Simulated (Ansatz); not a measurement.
# Relaxation of Cd2O3, part 2 of 2

The start is Cd2O3, a borrowed structure type, volume estimated. Where does it settle when we relax cell and atoms at 20 GPa, and what is it like there?

Ansatz 0.2.0; DFT, PBE, no spin polarisation, plane waves, PAW. Relaxing cell and atoms at 20 GPa.

## (3) The output, continued: semilocal partner

Output, continued:

```text
basis re-selected at this cell: Δ(F+E_penalty+E_count) = -3.149e-2 eV, ΔP = +0.367 GPa vs the last step (what re-selecting the basis moved, of the pressure what is left beyond the Pulay correction that the steps carried, after the strain that the cell walked since its last selection, with what the two solves' SCF thresholds leave and, on support functions, any second-order correction that the steps lacked; it is no measure of the basis error at this ecutwfc). The dense FFT grid was sized anew with the basis: this SCF ran on 40×40×40 points, the steps before it on 36×36×40, so part of this shift can come from that change (see relax.cell in the input reference). This SCF's stress stands 6.30e-1 GPa from its target on what of the cell is left free (relax.cell.stress_tol is 5.00e-2 GPa) and its largest allowed force component is 4.35e-3 eV/Å (relax.f_tol is 3.00e-2 eV/Å): not within both, so this SCF does not close the relaxation
Crystal: 10 atoms, lattice volume = 120.211 Å³
iter 1 solved again at ethr=2.11e-6 eV; its pass at ethr=3.10e-3 eV (dr2=2.45e-3 eV) is discarded
SCF iter   1: F=—  HF=-36411.185376 eV  |F-HF|=—  |Δ(HF+E_count)|=         —  Δρ=1.79e-3  dr2=2.39e-3  ethr=2.11e-6  ⟨swp⟩=2.0  Hψ=6531  notcnv=0
preconditioner: auto → LDOS  [metal: Δε(μ)=0.023 eV  Ē_g=13.934 eV  σ=0.100 eV  W_gap=0.06  n_scr=50 (ndim 8)  ℏωp=31.0 eV  f_vac=0.043  D(μ)=12.52/eV (n_scr^D=168)  β→1.0]
SCF iter   2: F=—  HF=-36411.185313 eV  |F-HF|=—  |Δ(HF+E_count)|=   6.32e-5  Δρ=1.02e-3  dr2=1.51e-3  ethr=2.06e-6  ⟨swp⟩=2.0  Hψ=2372  notcnv=0
SCF iter   3: F=—  HF=-36411.184820 eV  |F-HF|=—  |Δ(HF+E_count)|=   4.93e-4  Δρ=3.18e-4  dr2=1.20e-4  ethr=1.30e-6  ⟨swp⟩=2.1  Hψ=2011  notcnv=0
SCF iter   4: F=—  HF=-36411.184768 eV  |F-HF|=—  |Δ(HF+E_count)|=   5.18e-5  Δρ=1.87e-4  dr2=4.71e-5  ethr=1.04e-7  ⟨swp⟩=1.0  Hψ=1330  notcnv=0
SCF iter   5: F=—  HF=-36411.184757 eV  |F-HF|=—  |Δ(HF+E_count)|=   1.12e-5  Δρ=7.02e-5  dr2=5.27e-6  ethr=4.06e-8  ⟨swp⟩=2.4  Hψ=1726  notcnv=0
SCF iter   6: F=-36411.184755 eV  HF=-36411.184755 eV  |F-HF|=3.17e-8  |Δ(HF+E_count)|=   1.33e-6  Δρ=1.40e-5  dr2=1.29e-7  ethr=8.56e-10  ⟨swp⟩=6.0  Hψ=8474  notcnv=0
SCF 8 converged in 6 iterations: F = -36411.184755 eV  dr2 = 1.29e-7
relax step   8: F+E_penalty+E_count = -36411.18475534 eV  Δ(F+E_penalty+E_count) = +6.016e-3 eV  max|allowed force component| = 7.157e-4 eV/Å  Δτ_max = 0.0104 Å  P = +20.040 GPa  Ω = 120.211 Å³  energy of the carried Pulay correction = +3.605e-4 eV  (6 SCF iters, dr2 threshold 9.93e-7 eV, accepted)
iter 1 solved again at ethr=5.07e-8 eV; its pass at ethr=3.10e-3 eV (dr2=5.88e-5 eV) is discarded
SCF iter   1: F=—  HF=-36411.184328 eV  |F-HF|=—  |Δ(HF+E_count)|=         —  Δρ=9.09e-5  dr2=7.20e-7  ethr=5.07e-8  ⟨swp⟩=3.0  Hψ=7840  notcnv=0
preconditioner: auto → LDOS  [metal: Δε(μ)=0.023 eV  Ē_g=13.935 eV  σ=0.100 eV  W_gap=0.06  n_scr=50 (ndim 8)  ℏωp=31.0 eV  f_vac=0.044  D(μ)=12.52/eV (n_scr^D=168)  β→1.0]
SCF iter   2: F=—  HF=-36411.184378 eV  |F-HF|=—  |Δ(HF+E_count)|=   5.00e-5  Δρ=1.17e-5  dr2=7.56e-8  ethr=6.20e-10  ⟨swp⟩=2.1  Hψ=2152  notcnv=0
SCF iter   3: F=—  HF=-36411.184378 eV  |F-HF|=—  |Δ(HF+E_count)|=   1.84e-8  Δρ=4.59e-6  dr2=1.72e-8  ethr=6.52e-11  ⟨swp⟩=2.0  Hψ=2142  notcnv=0
SCF iter   4: F=—  HF=-36411.184378 eV  |F-HF|=—  |Δ(HF+E_count)|=   4.76e-9  Δρ=2.49e-6  dr2=5.95e-9  ethr=1.48e-11  ⟨swp⟩=2.7  Hψ=2285  notcnv=0
SCF iter   5: F=—  HF=-36411.184378 eV  |F-HF|=—  |Δ(HF+E_count)|=  7.57e-10  Δρ=1.41e-6  dr2=2.61e-9  ethr=5.13e-12  ⟨swp⟩=2.0  Hψ=2011  notcnv=0
SCF iter   6: F=—  HF=-36411.184378 eV  |F-HF|=—  |Δ(HF+E_count)|=  1.24e-10  Δρ=4.97e-7  dr2=2.79e-10  ethr=2.25e-12  ⟨swp⟩=2.1  Hψ=1899  notcnv=0
SCF iter   7: F=-36411.184378 eV  HF=-36411.184378 eV  |F-HF|=1.46e-11  |Δ(HF+E_count)|=  8.00e-11  Δρ=1.39e-7  dr2=1.69e-11  ethr=1.00e-12  ⟨swp⟩=5.1  Hψ=5534  notcnv=0
SCF 9 converged in 7 iterations: F = -36411.184378 eV  dr2 = 1.69e-11
relax step   9: F+E_penalty+E_count = -36411.18437810 eV  Δ(F+E_penalty+E_count) = +3.772e-4 eV  max|allowed force component| = 6.989e-4 eV/Å  Δτ_max = 0.0000 Å  P = +20.042 GPa  Ω = 120.211 Å³  stress off target by 8.22e-2 GPa  SCF on the basis re-selected at this cell (its energy is not comparable with the rows above)  (7 SCF iters)
basis re-selected at this cell: Δ(F+E_penalty+E_count) = +3.772e-4 eV, ΔP = +0.002 GPa vs the last step (what re-selecting the basis moved, of the pressure what is left beyond the Pulay correction that the steps carried, after the strain that the cell walked since its last selection, with what the two solves' SCF thresholds leave and, on support functions, any second-order correction that the steps lacked; it is no measure of the basis error at this ecutwfc). This SCF's stress stands 8.22e-2 GPa from its target on what of the cell is left free (relax.cell.stress_tol is 5.00e-2 GPa) and its largest allowed force component is 6.99e-4 eV/Å (relax.f_tol is 3.00e-2 eV/Å): not within both, so this SCF does not close the relaxation
Crystal: 10 atoms, lattice volume = 120.186 Å³
Basis set: ecut = 420 eV, 2355 PW (Γ), exchange–correlation on 80×80×80 points (8 copies of the dense FFT grid, shifted against one another)
iter 1 solved again at ethr=6.13e-8 eV; its pass at ethr=3.10e-3 eV (dr2=7.11e-5 eV) is discarded
SCF iter   1: F=—  HF=-36411.181474 eV  |F-HF|=—  |Δ(HF+E_count)|=         —  Δρ=3.05e-4  dr2=6.94e-5  ethr=6.13e-8  ⟨swp⟩=2.6  Hψ=5136  notcnv=0
preconditioner: auto → LDOS  [metal: Δε(μ)=0.023 eV  Ē_g=13.931 eV  σ=0.100 eV  W_gap=0.06  n_scr=50 (ndim 8)  ℏωp=31.0 eV  f_vac=0.042  D(μ)=12.54/eV (n_scr^D=168)  β→1.0]
SCF iter   2: F=—  HF=-36411.181471 eV  |F-HF|=—  |Δ(HF+E_count)|=   3.42e-6  Δρ=1.74e-4  dr2=4.39e-5  ethr=5.98e-8  ⟨swp⟩=2.0  Hψ=2374  notcnv=0
SCF iter   3: F=—  HF=-36411.181453 eV  |F-HF|=—  |Δ(HF+E_count)|=   1.80e-5  Δρ=5.23e-5  dr2=3.21e-6  ethr=3.79e-8  ⟨swp⟩=2.2  Hψ=2011  notcnv=0
SCF iter   4: F=—  HF=-36411.181464 eV  |F-HF|=—  |Δ(HF+E_count)|=   1.09e-5  Δρ=3.09e-5  dr2=1.28e-6  ethr=2.77e-9  ⟨swp⟩=1.0  Hψ=1330  notcnv=0
SCF iter   5: F=—  HF=-36411.181464 eV  |F-HF|=—  |Δ(HF+E_count)|=   2.99e-7  Δρ=1.20e-5  dr2=1.59e-7  ethr=1.10e-9  ⟨swp⟩=2.7  Hψ=1925  notcnv=0
SCF iter   6: F=-36411.181464 eV  HF=-36411.181464 eV  |F-HF|=1.28e-9  |Δ(HF+E_count)|=   4.02e-8  Δρ=2.45e-6  dr2=3.91e-9  ethr=1.46e-11  ⟨swp⟩=5.0  Hψ=7598  notcnv=0
SCF 10 converged in 6 iterations: F = -36411.181464 eV  dr2 = 3.91e-9
relax step  10: F+E_penalty+E_count = -36411.18146355 eV  Δ(F+E_penalty+E_count) = +2.915e-3 eV  max|allowed force component| = 2.378e-4 eV/Å  Δτ_max = 0.0018 Å  P = +20.001 GPa  Ω = 120.186 Å³  energy of the carried Pulay correction = +1.151e-4 eV  (6 SCF iters, dr2 threshold 1.69e-8 eV, accepted)
iter 1 solved again at ethr=5.51e-8 eV; its pass at ethr=3.10e-3 eV (dr2=6.40e-5 eV) is discarded
SCF iter   1: F=—  HF=-36411.181306 eV  |F-HF|=—  |Δ(HF+E_count)|=         —  Δρ=1.49e-5  dr2=3.03e-8  ethr=5.51e-8  ⟨swp⟩=3.0  Hψ=7821  notcnv=0
SCF iter   2: F=—  HF=-36411.181298 eV  |F-HF|=—  |Δ(HF+E_count)|=   7.88e-6  Δρ=2.41e-6  dr2=3.25e-9  ethr=2.61e-11  ⟨swp⟩=2.6  Hψ=2181  notcnv=0
SCF iter   3: F=—  HF=-36411.181298 eV  |F-HF|=—  |Δ(HF+E_count)|=  7.57e-10  Δρ=8.89e-7  dr2=5.87e-10  ethr=2.80e-12  ⟨swp⟩=2.0  Hψ=2144  notcnv=0
SCF iter   4: F=—  HF=-36411.181298 eV  |F-HF|=—  |Δ(HF+E_count)|=  1.02e-10  Δρ=4.65e-7  dr2=2.12e-10  ethr=1.00e-12  ⟨swp⟩=2.0  Hψ=2012  notcnv=0
SCF iter   5: F=-36411.181298 eV  HF=-36411.181298 eV  |F-HF|=7.28e-11  |Δ(HF+E_count)|=    0.00e0  Δρ=2.62e-7  dr2=9.05e-11  ethr=1.00e-12  ⟨swp⟩=6.4  Hψ=5857  notcnv=0
SCF 11 converged in 5 iterations: F = -36411.181298 eV  dr2 = 9.05e-11
relax step  11: F+E_penalty+E_count = -36411.18129792 eV  Δ(F+E_penalty+E_count) = +1.656e-4 eV  max|allowed force component| = 2.297e-4 eV/Å  Δτ_max = 0.0000 Å  P = +20.001 GPa  Ω = 120.186 Å³  stress off target by 1.53e-2 GPa  SCF on the basis re-selected at this cell (its energy is not comparable with the rows above)  (5 SCF iters)
basis re-selected at this cell: Δ(F+E_penalty+E_count) = +1.656e-4 eV, ΔP = -0.000 GPa vs the last step (what re-selecting the basis moved, of the pressure what is left beyond the Pulay correction that the steps carried, after the strain that the cell walked since its last selection, with what the two solves' SCF thresholds leave and, on support functions, any second-order correction that the steps lacked; it is no measure of the basis error at this ecutwfc). This SCF's stress stands 1.53e-2 GPa from its target on what of the cell is left free (relax.cell.stress_tol is 5.00e-2 GPa) and its largest allowed force component is 2.30e-4 eV/Å (relax.f_tol is 3.00e-2 eV/Å): within both
SCF converged after 5 iterations
Free energy (F): -36411.181298 eV
Harris-Foulkes:  -36411.181298 eV  (|F-HF|=7.28e-11)
Internal energy: -36410.794046 eV  (E = F + TS)
E sigma→0 (E₀):  -36410.987672 eV
Entropy (-TS):   -0.387252 eV (-38.725 meV/atom)
Fermi energy:    11.273774 eV
--- Per-component energies (eV) ---
  E_band       = -1517.436899
  E_kinetic    = 3069.343985
  E_local      = -13662.899103  (includes V_loc(G=0)·N_el)
  E_nonlocal   = 431.451343
  E_hartree    = 6232.747822
  E_xc         = -1149.375692
  E_vxc        = -1451.561346  (∫ρ·V_xc dr)
  E_paw        = -17278.664126  (= ΣΔE_a)
  E_vpaw       = -2369.281027  (= ΣTr[D̂ρ^β])
  E_aug_tail   = 0.014259  (compensation charges beyond the density's cutoff)
  E_ewald      = -14053.412535
  E_smearing   = -0.387252  (= −TS)
  E_closure    = 0.000000  (closes the sum)
  Σ components = -36411.181298   (vs F -36411.181298, Δ=0.00e0)
--- Forces (eV/Å), atoms counted from 1 ---
  atom   1  Cd     0.00000000     0.00000000     0.00022969
  atom   2  Cd    -0.00000000    -0.00000000    -0.00022969
  atom   3  Cd    -0.00000000    -0.00000000    -0.00022969
  atom   4  Cd    -0.00000000     0.00000000     0.00022969
  atom   5  O      0.00004363    -0.00000000    -0.00000000
  atom   6  O     -0.00002181     0.00003778    -0.00000000
  atom   7  O     -0.00002181    -0.00003778     0.00000000
  atom   8  O     -0.00004363     0.00000000    -0.00000000
  atom   9  O      0.00002181    -0.00003778     0.00000000
  atom  10  O      0.00002181     0.00003778    -0.00000000
  max |Σ_I F_I| component: 1.16e-18 eV/Å
--- Stress (GPa, compression-positive) ---
       20.008993       0.000000      -0.000000
        0.000000      20.008993      -0.000000
       -0.000000      -0.000000      19.984696
  P = ⅓ Tr σ = 20.0009 GPa (200.009 kbar)
--- Band table (eV; the first three rows and the last of 19) ---
  k-point 0: bands = ["-89.2179", "-89.2172", "-89.2168", "-89.2162", "-50.3163", "-50.3158", "-50.3001", "-50.2994", "-50.2994", "-50.2988", "-50.2986", "-50.2986", "-50.2937", "-50.2937", "-50.2918", "-50.2918", "-6.9077", "-5.7541", "-5.7541", "-5.7364", "-5.7364", "-5.5315", "3.5017", "3.5017", "3.9153", "3.9153", "3.9373", "4.0347", "4.2869", "4.2869", "4.3873", "4.3873", "4.6569", "4.6733", "4.6733", "5.0024", "5.0024", "5.0102", "5.0199", "5.0199", "5.4638", "5.4638", "6.3887", "7.0301", "7.5455", "7.5455", "8.2790", "8.4960", "8.7076", "8.9700", "8.9700", "10.2957", "10.2957", "10.6257", "10.8849", "10.8849", "11.2146", "11.2146", "11.6547", "11.6547", "13.8221", "18.0880", "18.8515", "19.7617", "21.5097", "22.1587", "22.1587", "22.2125", "22.4898", "22.4898"]
  k-point 1: bands = ["-89.2178", "-89.2173", "-89.2168", "-89.2163", "-50.3165", "-50.3152", "-50.2997", "-50.2996", "-50.2995", "-50.2995", "-50.2990", "-50.2990", "-50.2933", "-50.2933", "-50.2918", "-50.2918", "-6.7902", "-5.7527", "-5.7527", "-5.7383", "-5.7383", "-5.6801", "3.5425", "3.5425", "3.8066", "3.9692", "3.9692", "4.0371", "4.2000", "4.2000", "4.3194", "4.3194", "4.7138", "4.7138", "4.9395", "4.9823", "5.0021", "5.0021", "5.0347", "5.0347", "5.3662", "5.3662", "6.2177", "7.4930", "7.5986", "7.8057", "7.8057", "8.5560", "9.1836", "9.1836", "9.2294", "9.9711", "10.0196", "10.0196", "10.6602", "10.6602", "11.3492", "11.3492", "11.5657", "11.5657", "14.5938", "17.8135", "19.2048", "19.7985", "21.6877", "21.6986", "21.7993", "21.7993", "22.8434", "22.8434"]
  k-point 2: bands = ["-89.2176", "-89.2174", "-89.2167", "-89.2165", "-50.3160", "-50.3148", "-50.3004", "-50.2997", "-50.2997", "-50.2997", "-50.2995", "-50.2995", "-50.2925", "-50.2925", "-50.2920", "-50.2920", "-6.4708", "-6.0488", "-5.7487", "-5.7487", "-5.7431", "-5.7431", "3.6901", "3.6901", "3.7632", "3.9185", "3.9449", "3.9449", "4.0875", "4.0875", "4.2051", "4.2051", "4.8161", "4.8161", "4.9388", "4.9388", "5.0644", "5.1069", "5.1069", "5.1951", "5.2294", "5.2294", "6.3346", "6.8906", "8.1476", "8.3936", "8.3936", "8.8978", "8.9225", "9.1526", "9.1526", "9.3693", "9.8494", "9.8494", "10.4671", "10.4671", "11.2945", "11.2945", "11.4157", "11.4157", "15.9882", "17.1701", "19.6071", "19.8013", "21.3405", "21.6330", "21.7672", "21.7672", "22.1363", "22.1363"]
  k-point 18: bands = ["-89.2175", "-89.2174", "-89.2167", "-89.2166", "-50.3165", "-50.3151", "-50.3012", "-50.3007", "-50.2998", "-50.2988", "-50.2968", "-50.2961", "-50.2952", "-50.2940", "-50.2927", "-50.2913", "-6.3255", "-6.0955", "-5.9003", "-5.7943", "-5.7182", "-5.6534", "3.5296", "3.5768", "3.7050", "3.8688", "3.8797", "3.9412", "4.0118", "4.0317", "4.2241", "4.3990", "4.4036", "4.8062", "4.8110", "4.9115", "4.9696", "5.0323", "5.0717", "5.0982", "5.3697", "5.5665", "7.4184", "7.5633", "7.8684", "7.8812", "8.5610", "8.7232", "8.9082", "9.0826", "9.2202", "9.4173", "9.7470", "9.9249", "10.4940", "10.7875", "10.9075", "11.3495", "11.3530", "11.4472", "17.4037", "17.8413", "18.0733", "19.2306", "19.6717", "20.7884", "22.0381", "22.1408", "22.8041", "22.9514"]
--- Relaxed structure (8 steps of the walk, 8 accepted, 3 SCFs on fresh bases) ---
  F+E_penalty+E_count = -36411.18129792 eV   max|allowed force component| = 2.297e-4 eV/Å   (the final SCF, on the basis selected at the relaxed cell)
  cell:  # Å, volume = 120.1865 Å³
    - [2.790857132869016, 4.833906350795137, -1.7081299138079e-7]
    - [-2.790857132869016, 4.833906350795137, -1.7081299138079e-7]
    - [-3.61408673169363e-33, -3.2226040764606303, 4.454405830252255]
  atoms:
    - { symbol: Cd, position: [0.36308750319172994, 0.36308750319172994, 0.08926250957519025] }
    - { symbol: Cd, position: [0.13691249680826986, 0.13691249680826986, 0.41073749042480967] }
    - { symbol: Cd, position: [0.6369124968082698, 0.6369124968082698, 0.9107374904248094] }
    - { symbol: Cd, position: [0.8630875031917298, 0.8630875031917298, 0.5892625095751902] }
    - { symbol: O, position: [0.5418770952426261, 0.9581229047573736, 0.7500000000000001] }
    - { symbol: O, position: [0.24999999999999983, 0.5418770952426261, 0.7499999999999999] }
    - { symbol: O, position: [0.9581229047573737, 0.24999999999999992, 0.75] }
    - { symbol: O, position: [0.4581229047573737, 0.04187709524262616, 0.24999999999999992] }
    - { symbol: O, position: [0.7499999999999997, 0.4581229047573735, 0.24999999999999994] }
    - { symbol: O, position: [0.04187709524262602, 0.7499999999999999, 0.24999999999999997] }
--- Löwdin populations: 10 sites ---
  site symbol       q [e]
     0     Cd     18.4032
     1     Cd     18.4032
     2     Cd     18.4032
     3     Cd     18.4032
     4      O      6.9539
     5      O      6.9539
     6      O      6.9539
     7      O      6.9539
     8      O      6.9539
     9      O      6.9539
  spilling = 0.005723 (of n_electrons = 116.000000)
--- Bader charges: 10 sites ---
  site symbol  charge [e]  shift [e]
     0     Cd      1.3637     0.0013
     1     Cd      1.3637     0.0013
     2     Cd      1.3637     0.0013
     3     Cd      1.3637     0.0013
     4      O     -0.9091     0.0009
     5      O     -0.9091     0.0009
     6      O     -0.9091     0.0009
     7      O     -0.9091     0.0009
     8      O     -0.9091     0.0009
     9      O     -0.9091     0.0009
  estimated error of the sums over rays = 4.0e-4 e
```

Run time: 95 s. Hardware: 2 threads of Arm Neoverse V1, shared host; peak memory 0.5 GiB.

The steps of the relaxation:

| step | energy from step 1 (eV/cell) | largest force component (eV/Å) | pressure (GPa) | volume (Å³) |
| --- | --- | --- | --- | --- |
| 1 | 0.0000 | 0.3628 | 29.39 | 116.95 |
| 2 | -0.7576 | 0.1714 | 20.01 | 121.44 |
| 3 | -0.7442 | 0.0629 | 19.54 | 121.06 |
| 4 | -0.6727 | 0.0509 | 19.89 | 120.43 |
| 5 | -0.6637 | 0.0151 | 19.91 | 120.35 |
| 6 | -0.6551 | 0.0043 | 20.02 | 120.28 |
| 7 | -0.6866 | 0.0044 | 20.39 | 120.28 |
| 8 | -0.6806 | 0.0007 | 20.04 | 120.21 |
| 9 | -0.6803 | 0.0007 | 20.04 | 120.21 |
| 10 | -0.6773 | 0.0002 | 20.00 | 120.19 |
| 11 | -0.6772 | 0.0002 | 20.00 | 120.19 |

Step 1 is the start. Steps 7, 9, 11 repeat the geometry before on a plane-wave basis chosen anew for that cell, so the energy can jump there without any move; the table keeps such jumps.

| input's cell | before | after | change |
| --- | --- | --- | --- |
| a (Å) | 5.351 | 5.582 | +4.3 % |
| b (Å) | 5.351 | 5.582 | +4.3 % |
| c (Å) | 5.638 | 5.498 | -2.5 % |
| α (°) | 118.33 | 120.51 | +2.18° |
| β (°) | 118.33 | 120.51 | +2.18° |
| volume (Å³/atom) | 11.69 | 12.02 | +2.8 % |

The largest move, 0.08 Å, apart from the change of the cell, is shared by several atoms, Cd3 among them.

With a target pressure of 20 GPa the walk minimises the enthalpy, not the energy.

## (4) Total and projected density of states

States per cell by energy window, from dos.tsv and pdos.tsv (tetrahedra; eV from the Fermi level):

| from | to | total | Cd d | O p |
| --- | --- | --- | --- | --- |
| -4.5 | -4.0 | 1.57 | 0.30 | 0.98 |
| -4.0 | -3.5 | 2.95 | 0.56 | 1.87 |
| -3.5 | -3.0 | 3.08 | 0.47 | 2.24 |
| -3.0 | -2.5 | 3.73 | 0.37 | 3.07 |
| -2.5 | -2.0 | 3.76 | 0.34 | 3.20 |
| -2.0 | -1.5 | 3.59 | 0.30 | 3.14 |
| -1.5 | -1.0 | 4.26 | 0.39 | 3.71 |
| -1.0 | -0.5 | 3.47 | 0.41 | 2.95 |
| -0.5 | 0.0 | 4.35 | 0.62 | 3.63 |
| 0.0 | 0.5 | 4.58 | 0.71 | 3.82 |
| 0.5 | 1.0 | 0.00 | 0.00 | 0.00 |
| 1.0 | 1.5 | 0.00 | 0.00 | 0.00 |
| 1.5 | 2.0 | 0.00 | 0.00 | 0.00 |
| 2.0 | 2.5 | 0.00 | 0.00 | 0.00 |
| 2.5 | 3.0 | 0.01 | 0.00 | 0.00 |
| 3.0 | 3.5 | 0.07 | 0.00 | 0.01 |

## (5) Atomic charges

Gathered by element (positive charge: electrons given up): Löwdin charges also hold the electrons that the projection spills.

| element | atoms | Bader charge (e) | Bader volume (Å³) | Löwdin charge (e) |
| --- | --- | --- | --- | --- |
| Cd | 4 | +1.36 | 12.9 | +1.60 |
| O | 6 | -0.91 | 11.4 | -0.95 |

The Löwdin projection spills 0.6 % of the electrons and depends on the orbitals chosen; where it disagrees with Bader's partition, neither is an observable.

## (6) Real-space fields

Maps in the plane spanned by a and b at height 0.250 along c (axes of the input's cell), one cell: a runs left to right (17 points from zero), b bottom to top (17 points), 60° apart. These are the smooth PAW fields, not the true ones near the nuclei.

Valence density. Ten steps from '0' (0.04 e/Å³) to '9' (7.32 e/Å³), finer at the low end (step k begins (100^(k/10) - 1)/99 of the way up):
```
44443235786421234
65332112454321246
98531000122221258
99852000011111247
89963100011222235
57764211123432223
24554332224665311
01233455335798631
00013577544799852
10002468754589963
20001256753357764
21001234543224554
43212344332111234
66433466532000124
67753579853100024
57764479985200013
35664358996310112
```

ELF. Ten even steps from '0' (0.02) to '9' (0.83):
```
41121159999610266
98211015888410389
89941000233100289
54983000000000179
95895100001100039
99995100035652004
48972111148998400
02421233129989940
00011344316954993
10001245421995896
10000134431399996
10001111221147863
12102553111002321
34312899831000012
45421898995100012
34531695499300001
13431299589600011
```

Atoms within 0.2 Å of the plane, in fractions of a and b: O at (0.46, 0.04), O at (0.75, 0.46), O at (0.04, 0.75).

Along short contacts, where the density is least:

| contact | length (Å) | minimum at (fraction) | density (e/Å³) | ELF |
| --- | --- | --- | --- | --- |
| Cd1–O8 | 2.111 | 0.53 | 0.591 | 0.17 |

```
fraction  Cd1–O8
     0.2    12.6
     0.3    4.89
     0.4    1.42
     0.5   0.614
     0.6   0.756
     0.7    1.69
     0.8    4.08
```

(Smooth valence density in e/Å³ at fractions of each contact.)

## (7) Outcome

The summary covers parts 1 to 2.

| quantity | value |
| --- | --- |
| moves | 7 |
| largest move | 0.08 Å (Cd) |
| space group (0.01 Å), before / after | R-3c / R-3c |
| cell | a = 5.582 Å, b = 5.582 Å, c = 5.498 Å, α = 120.51°, β = 120.51°, γ = 60.00° |
| volume | 12.02 Å³/atom (+2.8 %) |
| pressure at the end | 20.00 GPa |
| character | metal |
| density of states, mean within 0.25 eV of the Fermi level | 14 per eV per cell |
| Bader charges | Cd +1.36, O -0.91 e |

The volume grew by 2.8 %, and the largest move of an atom is 0.08 Å apart from the change of the cell. With 12 symmetry operations imposed, the end may be a saddle point towards distortions that break them. Bands cross the Fermi level: a metal; within 0.25 eV of the Fermi level the density of states averages 14 per eV per cell, mostly O p (83 %) and Cd d (15 %). By Bader's partition Cd gives up most (+1.36 e) and O takes most (-0.91 e).

Caveats: many states at the Fermi level without spin polarisation, so a magnetic state may lie lower.
